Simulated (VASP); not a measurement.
Ta2N:

```
Ta N
1.0
     3.14518   -0.01138   -0.06403
    -1.58245    2.67343    0.06915
    -0.10016    0.06709    4.87356
Ta N
2 1
Direct
  0.33333 0.66667 0.25471
  0.66667 0.33333 0.74529
  0.00000 0.00000 0.00000
```

The cell comes from a database or a generator and needn't be the stable form of this composition.

The cell isn't the ideal one: cell strained at random at fixed volume.

| Property | Result |
| --- | --- |
| Program | VASP 6.6.1 |
| Task | relaxation of cell and atoms |
| Functional | PBE |
| Dispersion | D4 |
| Potentials or basis | VASP PAW PBE potentials, release 54 (Ta_pv, N) |
| Cutoff | 600 eV |
| k mesh | 10 × 10 × 6 |
| Occupations | gaussian, width 0.05 eV |
| Spin | no spin polarisation |
| Hubbard terms | Ta d U = 3.5 eV, J = 1.0 eV |

At the start: pressure 2.9 GPa; volume 13.62 Å³/atom.

Problem. How do energy, volume and symmetry change on relaxing?

Solution. Over 16 steps the energy falls by 20.1 meV/atom and the volume is 13.71 Å³/atom (+0.6 %); space group P-3m1 (No. 164, to 0.05 Å).

Step by step:
| step | energy change (eV) | largest force (eV/Å) | pressure (GPa) | volume (Å³) |
| --- | --- | --- | --- | --- |
| 1 | 0.0000 | 0.4664 | 2.93 | 40.87 |
| 2 | -0.0135 | 0.2432 | -7.39 | 42.32 |
| 3 | -0.0429 | 0.0623 | -3.16 | 41.64 |
| 4 | -0.0469 | 0.1821 | 3.99 | 40.57 |
| 5 | -0.0553 | 0.0930 | 0.64 | 41.05 |
| 6 | -0.0594 | 0.0706 | 0.13 | 41.10 |
| 7 | -0.0596 | 0.0665 | 0.14 | 41.09 |
| 8 | -0.0596 | 0.0660 | 0.17 | 41.09 |
| 9 | -0.0598 | 0.0407 | -0.24 | 41.16 |
| 10 | -0.0599 | 0.0356 | -0.42 | 41.19 |
| 11 | -0.0600 | 0.0307 | -0.21 | 41.16 |
| 12 | -0.0601 | 0.0338 | -0.08 | 41.14 |
| 13 | -0.0601 | 0.0472 | 0.15 | 41.10 |
| 14 | -0.0601 | 0.0412 | 0.06 | 41.12 |
| 15 | -0.0602 | 0.0228 | 0.04 | 41.12 |
| 16 | -0.0602 | 0.0026 | 0.01 | 41.12 |

Final structure:
```yaml
crystal:
  lattice:
    - [3.09665, -0.00140, -0.00113]
    - [-1.54908, 2.68147, 0.00183]
    - [-0.00116, 0.00139, 4.95339]
  atoms:
    - { symbol: Ta, position: [0.33329, 0.66646, 0.25805] }
    - { symbol: Ta, position: [0.66671, 0.33354, 0.74195] }
    - { symbol: N, position: [0.00000, 0.00000, 0.00000] }
```

Caveat: U without spin polarisation on a metal has little footing; pairwise dispersion overbinds metals, which lowers pressure and volume.
